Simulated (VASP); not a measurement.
# MgO (P6_3mc) in VASP: a series of runs

The runs below take MgO through relaxation of cell and atoms, with LDA.

Everything below comes from runs of VASP 6.6.1. Logs are shortened: lines on timing, memory, paths and dates and some standing lists are left out, and cuts for length are marked.

## Step 1: The crystal as given

Symmetry: P6_3mc, No. 186, hexagonal system. The conventional cell has a = 3.241 Å, b = 3.241 Å, c = 5.192 Å, α = 90.00°, β = 90.00°, γ = 120.00°. Around Mg (site symmetry 3m) lie 4 O at 1.97 Å. O (site symmetry 3m) is surrounded by 4 Mg at 1.97 Å.

The cell was built by a generator and needn't be a form met in nature.

## Step 2: Relaxation of cell and atoms, LDA

Input file INCAR:

```
PREC = Accurate
ENCUT = 600
EDIFF = 1E-6
ISMEAR = 0
SIGMA = 0.03
LREAL = F
LASPH = T
NELM = 80
ALGO = Normal
ISIF = 3
LWAVE = F
LCHARG = F
GGA = CA
IBRION = 2
NSW = 90
EDIFFG = -0.01
```

Input file KPOINTS:

```
regular mesh
0
Gamma
  9 9 5
```

Input file POSCAR:

```
MgO
1.0
    3.2405760000      0.0000000000      0.0000000000
   -1.6202880000      2.8064211400      0.0000000000
    0.0000000000      0.0000000000      5.1917194900
Mg O
2 2
Direct
    0.3333333300      0.6666666700      0.5000000000
    0.6666666700      0.3333333300      0.0000000000
    0.6666666700      0.3333333300      0.3790100000
    0.3333333300      0.6666666700      0.8790100000
```

Potentials or basis: VASP PAW LDA potentials, release 64 (Mg, O).

The run is started by

```bash
> cat potpaw_LDA.64/Mg/POTCAR potpaw_LDA.64/O/POTCAR > POTCAR
> mpirun -np 1 vasp_std > vasp.out
```

OUTCAR:

```text
PREC = Accurate
   ENCUT = 600
   EDIFF = 1E-6
   ISMEAR = 0
   LREAL = F
   LASPH = T
   NELM = 80
   ISIF = 3
   GGA = CA
   IBRION = 2
   NSW = 90
   EDIFFG = -0.01

 ion  position               nearest neighbor table
   1  0.333  0.667  0.500-   4 1.97   3 1.97   3 1.97   3 1.97   2 3.20   2 3.20   2 3.20   2 3.20
                             2 3.20   2 3.20
   2  0.667  0.333  0.000-   3 1.97   4 1.97   4 1.97   4 1.97   1 3.20   1 3.20   1 3.20   1 3.20
                             1 3.20   1 3.20
   3  0.667  0.333  0.379-   2 1.97   1 1.97   1 1.97   1 1.97
   4  0.333  0.667  0.879-   1 1.97   2 1.97   2 1.97   2 1.97

  LATTYP: Found a hexagonal cell.
 ALAT       =     3.2405760000
 C/A-ratio  =     1.6020977413

  Lattice vectors:

 A1 = (   3.2405760000,   0.0000000000,   0.0000000000)
 A2 = (  -1.6202880000,   2.8064211400,   0.0000000000)
 A3 = (   0.0000000000,   0.0000000000,   5.1917194900)

Analysis of symmetry for initial positions (statically):
=====================================================================
 Subroutine PRICEL returns:
 Original cell was already a primitive cell.

 Routine SETGRP: Setting up the symmetry group for a
 hexagonal supercell.

 Subroutine GETGRP returns: Found 12 space group operations
 (whereof  6 operations were pure point group operations)
 out of a pool of 24 trial point group operations.

The static configuration has the point symmetry C_3v.
 The point group associated with its full space group is C_6v.

Analysis of symmetry for dynamics (positions and initial velocities):
=====================================================================
 Subroutine PRICEL returns:
 Original cell was already a primitive cell.

 Routine SETGRP: Setting up the symmetry group for a
 hexagonal supercell.

 Subroutine GETGRP returns: Found 12 space group operations
 (whereof  6 operations were pure point group operations)
 out of a pool of 24 trial point group operations.

The dynamic configuration has the point symmetry C_3v.
 The point group associated with its full space group is C_6v.

 Subroutine INISYM returns: Found 12 space group operations
 (whereof  6 operations are pure point group operations),
 and found     1 'primitive' translations

----------------------------------------------------------------------------------------

                                     Primitive cell

  volume of cell :      47.2157

  direct lattice vectors                    reciprocal lattice vectors
     3.240576000  0.000000000  0.000000000     0.308587115  0.178162854  0.000000000
    -1.620288000  2.806421140  0.000000000     0.000000000  0.356325708  0.000000000
     0.000000000  0.000000000  5.191719490     0.000000000  0.000000000  0.192614413

  length of vectors
     3.240576000  3.240576001  5.191719490     0.356325708  0.356325708  0.192614413

  position of ions in fractional coordinates (direct lattice)
     0.333333330  0.666666670  0.500000000
     0.666666670  0.333333330  0.000000000
     0.666666670  0.333333330  0.379010000
     0.333333330  0.666666670  0.879010000

  ion indices of the primitive-cell ions
   primitive index   ion index
                 1           1
                 2           2
                 3           3
                 4           4

----------------------------------------------------------------------------------------

 KPOINTS: regular mesh

Automatic generation of k-mesh.
 Grid dimensions read from file:
 generate k-points for:    9    9    5

 Generating k-lattice:

  Cartesian coordinates                     Fractional coordinates (reciprocal lattice)
     0.034287457  0.019795873  0.000000000     0.111111111  0.000000000  0.000000000
     0.000000000  0.039591745  0.000000000     0.000000000  0.111111111  0.000000000
     0.000000000  0.000000000  0.038522883     0.000000000  0.000000000  0.200000000

  Length of vectors
     0.039591745  0.039591745  0.038522883

  Shift w.r.t. Gamma in fractional coordinates (k-lattice)
     0.000000000  0.000000000  0.000000000

 Subroutine IBZKPT returns following result:
 ===========================================

 Found     36 irreducible k-points:

 Following reciprocal coordinates:
            Coordinates               Weight
  0.000000  0.000000  0.000000      1.000000
  0.111111  0.000000  0.000000      6.000000
  0.222222  0.000000  0.000000      6.000000
  0.333333  0.000000  0.000000      6.000000
  0.444444  0.000000  0.000000      6.000000
  0.111111  0.111111  0.000000      6.000000
[... 16 lines left out ...]
  0.333333  0.222222  0.200000     24.000000
  0.333333  0.333333  0.200000      4.000000
 [... further k-points ...]
   k-points           NKPTS =     36   k-points in BZ     NKDIM =     36   number of bands    NBANDS=     12
   number of dos      NEDOS =    301   number of ions     NIONS =      4
   total plane-waves  NPLWV =  32928
   dimension x,y,z NGX =    28 NGY =   28 NGZ =   42
   dimension x,y,z NGXF=    56 NGYF=   56 NGZF=   84
   ions per type =               2   2
   NGX,Y,Z   is equivalent  to a cutoff of  14.36, 14.36, 13.45 a.u.
   NGXF,Y,Z  is equivalent  to a cutoff of  28.73, 28.73, 26.90 a.u.
 SYSTEM =  unknown system
   PREC   = accura    normal or accurate (medium, high low for compatibility)
   ISTART =      0    job   : 0-new  1-cont  2-samecut
   ICHARG =      2    charge: 1-file 2-atom 10-const
   ISPIN  =      1    spin polarized calculation?
   LNONCOLLINEAR =      F non collinear calculations
   LSORBIT =      F    spin-orbit coupling
   LASPH  =      T    aspherical Exc in radial PAW
   ENCUT  =  600.0 eV  44.10 Ry    6.64 a.u.   6.47  6.47 10.37*2*pi/ulx,y,z
   NELM   =     80;   NELMIN=  2; NELMDL= -5     # of ELM steps
   EDIFF  = 0.1E-05   stopping-criterion for ELM
   LREAL  =      F    real-space projection
   EDIFFG = -.1E-01   stopping-criterion for IOM
   NSW    =     90    number of steps for IOM
   IBRION =      2    ionic relax: 0-MD 1-quasi-New 2-CG
   NFREE  =      1    steps in history (QN), initial steepest desc. (CG)
   ISIF   =      3    stress and relaxation
   ISYM   =      2    0-nonsym 1-usesym 2-fastsym
   POTIM  = 0.5000    time-step for ionic-motion
   TEBEG  =    0.0;   TEEND  =   0.0 temperature during run
   PSTRESS=    0.0 pullay stress
   NELECT =      16.0000    total number of electrons
   NUPDOWN=      -1.0000    fix difference up-down
   EMIN   =  10.00;   EMAX   =-10.00  energy-range for DOS
   EFERMI =   0.00;   METHOD = LEGACY
   ISMEAR =     0;   SIGMA  =   0.03  broadening in eV -4-tet -1-fermi 0-gaus
   EFERMI_NEDOS =   21; number of points for ismear=-14 and -15
   IALGO  =     38    algorithm
   IMIX   =      4    mixing-type and parameters
     AMIX     =   0.40;   BMIX     =  1.00
     AMIX_MAG =   1.60;   BMIX_MAG =  1.00
  volume/ion in A,a.u.               =      11.80        79.66
  Fermi-wavevector in a.u.,A,eV,Ry     =   1.141351  2.156842 17.724080  1.302683
  Thomas-Fermi vector in A             =   2.278052
   LORBIT       =      0    0 simple, 1 ext, 2 COOP (PROOUT), +10 PAW based schemes
   GGA     = CA    functional components
   LHFCALC =     F    Hartree Fock is set to
   AEXX    =    0.0000 exact exchange contribution
   IVDW    =     0    specifies the selected vdW correction
   LEPSILON=     F    determine dielectric tensor
   LRPA    =     F    only Hartree local field effects (RPA)
 conjugate gradient relaxation of ions
 non-spin polarized calculation
 Gauss-broadening in eV      SIGMA  =   0.03
  energy-cutoff  :      600.00
  volume of cell :       47.22
 maximum number of plane-waves:      1595
 NGX is ok and might be reduce to    28
   NGX = 13   NGY = 13   NGZ = 21

--------------------------------------- Ionic step        1  -------------------------------------------

 number of electron      15.9999996 magnetization

 Free energy of the ion-electron system (eV)
  ---------------------------------------------------
  ext. energy  EPLUGINS =         0.00000000
  ---------------------------------------------------
  free energy    TOTEN  =       -26.22724368 eV

  energy without entropy =      -26.22724368  energy(sigma->0) =      -26.22724368

------------------------ aborting loop because EDIFF is reached ----------------------------------------

  FORCE on cell =-STRESS in cart. coord.  units (eV):
  Direction    XX          YY          ZZ          XY          YZ          ZX
  --------------------------------------------------------------------------------------
  -------------------------------------------------------------------------------------
  Total       -1.2177598     -1.2177598     -1.5574339      0.0000000     -0.0000000     -0.0000000
  in kB      -41.3224383    -41.3224383    -52.8486526      0.0000000     -0.0000000     -0.0000000
  external PRESSURE =     -45.1645097 kB  Pullay stress =       0.0000000 kB
[... 251 lines left out ...]
  energy  without entropy=      -26.2678841596  energy(sigma->0) =      -26.26788416

--------------------------------------- Ionic step        8  -------------------------------------------

 number of electron      15.9999998 magnetization

 Free energy of the ion-electron system (eV)
  ---------------------------------------------------
  ext. energy  EPLUGINS =         0.00000000
  ---------------------------------------------------
  free energy    TOTEN  =       -26.27223378 eV

  energy without entropy =      -26.27223378  energy(sigma->0) =      -26.27223378

 E-fermi :   1.2980     XC(G=0): -10.4834

 val. band max:        1.1433795325   @ k =   0.0000   0.0000   0.0000
 cond. band min:       4.7215166928   @ k =   0.0000   0.0000   0.0000
 fundamental gap:      3.5781371602
 Fermi energy:         1.2980251108

 k-point     1 :       0.0000    0.0000    0.0000
  band No.  band energies     occupation
      1     -15.0485      2.00000
      2     -14.0799      2.00000
      3      -2.3874      2.00000
      4       0.2346      2.00000
      5       0.2346      2.00000
      6       0.6131      2.00000
      7       0.6131      2.00000
      8       1.1434      2.00000
      9       4.7215      0.00000
     10       9.7898      0.00000
     11      11.7137      0.00000
     12      15.1606      0.00000
[... 331 lines left out ...]
 k-point    24 :       0.3333    0.3333    0.2000
  band No.  band energies     occupation
      1     -14.0925      2.00000
      2     -14.0925      2.00000
      3      -1.7673      2.00000
      4      -1.3278      2.00000
      5      -1.3278      2.00000
      6      -0.4472      2.00000
      7       0.2292      2.00000
      8       0.2292      2.00000
      9       9.4015      0.00000
     10       9.4821      0.00000
     11      11.3322      0.00000
     12      11.3322      0.00000

 [... further k-points ...]

------------------------ aborting loop because EDIFF is reached ----------------------------------------

  FORCE on cell =-STRESS in cart. coord.  units (eV):
  Direction    XX          YY          ZZ          XY          YZ          ZX
  --------------------------------------------------------------------------------------
  -------------------------------------------------------------------------------------
  Total        0.0330583      0.0330583     -0.0092725      0.0000000     -0.0000000     -0.0000000
  in kB        1.1765911      1.1765911     -0.3300229      0.0000000     -0.0000000     -0.0000000
  external PRESSURE =       0.6743864 kB  Pullay stress =       0.0000000 kB
[... 19 lines left out ...]
  FREE ENERGIE OF THE ION-ELECTRON SYSTEM (eV)
  ---------------------------------------------------
  free  energy   TOTEN  =       -26.2722337761 eV

  energy  without entropy=      -26.2722337761  energy(sigma->0) =      -26.27223378

 reached required accuracy - stopping structural energy minimisation
```

Run time: 41 s. Hardware: 1 thread of Intel Xeon 6975P-C (Granite Rapids), shared host; peak memory 0.18 GiB.

Results:

| Quantity | Value |
| --- | --- |
| Free energy | -26.2722 eV |
| Relaxed volume | 11.25 Å³/atom |
| Relaxed cell | a = 3.268 Å, b = 3.268 Å, c = 4.866 Å, α = 90.00°, β = 90.00°, γ = 120.00° |
| Space group after relaxing (to 0.05 Å) | P6_3mc (No. 186) |
| Energy gained by relaxing | 11.2 meV/atom |
| Ionic steps | 8 |
| Pressure after relaxing | 0.1 GPa |
| Largest force after relaxing | 0.006 eV/Å |
| Band gap on the k mesh | 3.58 eV, direct |

Forces on the atoms (eV/Å):
```
Mg   0.000  0.000 -0.006
Mg   0.000  0.000 -0.006
O    0.000  0.000  0.006
O    0.000  0.000  0.006
```

Step by step:
| step | energy change (eV) | largest force (eV/Å) | pressure (GPa) | volume (Å³) |
| --- | --- | --- | --- | --- |
| 1 | 0.0000 | 0.1490 | -4.52 | 47.22 |
| 2 | -0.0256 | 0.0948 | 1.80 | 44.98 |
| 3 | -0.0277 | 0.1067 | 0.31 | 45.45 |
| 4 | -0.0320 | 0.0851 | 0.23 | 45.45 |
| 5 | -0.0402 | 0.0379 | -0.04 | 45.44 |
| 6 | -0.0440 | 0.0139 | -0.89 | 45.38 |
| 7 | -0.0406 | 0.0080 | 2.23 | 44.28 |
| 8 | -0.0450 | 0.0060 | 0.07 | 45.02 |

Final structure:
```
CELL_PARAMETERS angstrom
3.26831 0.00000 0.00000
-1.63415 2.83044 0.00000
0.00000 0.00000 4.86620
ATOMIC_POSITIONS crystal
Mg 0.33333 0.66667 0.48746
Mg 0.66667 0.33333 0.98746
O 0.66667 0.33333 0.39155
O 0.33333 0.66667 0.89155
```

LDA gaps usually lie below the measured ones, often by a third to a half.

## Step 3: Relaxation of cell and atoms, LDA

This run uses another cell than the first one, of 11.25 Å³/atom, 0.953 times its volume.

Edit INCAR of step 2 so:

```diff
@@ -2,3 +2,3 @@
 ENCUT = 600
-EDIFF = 1E-6
+EDIFF = 1E-7
 ISMEAR = 0
@@ -15,2 +15,2 @@
 NSW = 90
-EDIFFG = -0.01
+EDIFFG = -0.005
```

KPOINTS is that of step 2.

Input file POSCAR:

```
MgO                                     
1.0
    3.2683056097      0.0000000000     -0.0000000000
   -1.6341528048      2.8304356864      0.0000000000
   -0.0000000000     -0.0000000000      4.8661970953
  Mg              O             
     2     2
Direct
     0.3333333300000021    0.6666666699999979    0.4874610548091979
     0.6666666699999979    0.3333333300000021    0.9874610548091979
     0.6666666699999979    0.3333333300000021    0.3915489451908030
     0.3333333300000021    0.6666666699999979    0.8915489451908031
```

Potentials or basis: VASP PAW LDA potentials, release 64 (Mg, O).

The run is started by

```bash
> cat potpaw_LDA.64/Mg/POTCAR potpaw_LDA.64/O/POTCAR > POTCAR
> mpirun -np 1 vasp_std > vasp.out
```

Run time: 3.5 min. Hardware: 1 thread of Intel Xeon 6975P-C (Granite Rapids), shared host; peak memory 0.18 GiB.

Results (log left out):

```
Free energy                            : -26.5404 eV
Relaxed volume                         : 10.53 Å³/atom
Relaxed cell                           : a = 3.434 Å, b = 3.434 Å, c = 4.124 Å, α = 90.00°, β = 90.00°, γ = 120.00°
Space group after relaxing (to 0.05 Å) : P6_3/mmc (No. 194)
Energy gained by relaxing              : 68.2 meV/atom
Ionic steps                            : 50
Pressure after relaxing                : 0.0 GPa
Band gap on the k mesh                 : 3.56 eV, direct
```

Forces in eV/Å, atoms in the order of the input:
```
Mg   0.000  0.000 -0.002
Mg   0.000  0.000 -0.002
O    0.000  0.000  0.002
O    0.000  0.000  0.002
```

The path:
```tsv
step	energy change (eV)	largest force (eV/Å)	pressure (GPa)	volume (Å³)
1	0.0000	0.0067	0.11	45.02
3	0.0000	0.0065	-0.06	45.07
5	-0.0001	0.0067	-0.05	45.04
7	-0.0007	0.0110	-0.08	44.94
9	-0.0096	0.0800	-0.32	44.51
11	-0.2263	0.5276	-0.14	42.37
13	-0.1182	1.0940	1.76	42.30
15	-0.1136	1.1907	2.89	41.99
17	-0.1226	1.0585	4.41	41.57
19	-0.1200	1.0088	4.82	41.48
21	-0.1200	1.0085	4.82	41.48
23	-0.1200	1.0073	4.82	41.48
25	-0.1200	1.0022	4.84	41.47
27	-0.1200	1.0021	4.84	41.47
29	-0.1201	1.0018	4.84	41.47
31	-0.1204	1.0004	4.83	41.48
33	-0.1217	0.9948	4.79	41.48
35	-0.1267	0.9727	4.63	41.50
37	-0.1457	0.8873	4.02	41.59
39	-0.2050	0.5918	1.85	41.96
41	-0.2552	0.0363	-4.15	43.38
43	-0.2636	0.0834	-2.62	42.93
45	-0.2720	0.0384	-0.64	42.32
47	-0.2727	0.0210	0.14	42.09
49	-0.2728	0.0153	0.16	42.08
50	-0.2729	0.0020	0.02	42.11
```

Final structure:
```xyz
4
Lattice="3.4340 0.0000 0.0000 -1.7170 2.9739 0.0000 0.0000 0.0000 4.1237" Properties=species:S:1:pos:R:3 pbc="T T T"
Mg    0.0000    1.9826    1.8126
Mg    1.7170    0.9913    3.8745
O     1.7170    0.9913    1.8122
O     0.0000    1.9826    3.8741
```

Levels at points of the mesh, in eV from the valence-band top:
```csv
k point,band 6,band 7,band 8,band 9,band 10,band 11
"(0.00, 0.00, 0.00)",-0.88,-0.88,0.00,3.56,9.59,12.39
```
